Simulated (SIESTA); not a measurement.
The system is Ta.

```
Ta
1.0
    -1.65128    1.65128    1.65128
     1.65128   -1.65128    1.65128
     1.65128    1.65128   -1.65128
Ta
1
Direct
  0.00000 0.00000 0.00000
```

Base run:

| Quantity | Value |
| --- | --- |
| Program | SIESTA 5.4.2 |
| Functional | PBE |
| Potentials or basis | PseudoDojo 0.4 standard (PBE files) |
| Basis | DZP (energy shift 0.002 Ry) |
| Grid cutoff | 800 Ry |
| Energy shift | 0.002 Ry |
| k mesh | 11 × 11 × 11 |
| Occupations | fermi-dirac, width 0.05 eV |
| Spin | no spin polarisation |

Its results: band gap on the k mesh none (metal or under the smearing width); pressure 3.5 GPa.

Task: The run is repeated on the same cell with these changes: functional from PBE to vdW-DF-cx. What comes out?

Result: Band gap on the k mesh none (metal or under the smearing width); pressure -2.8 GPa.

Caveats: semicore shells carry a single zeta, which can move pressures by several GPa and volumes by a few percent; spin-orbit coupling is left out, which moves the levels of the heavy elements; the basis of atomic orbitals isn't converged, which shifts pressures, moduli and gaps; the potentials were made for another functional, which shifts forces and pressure (some runs).
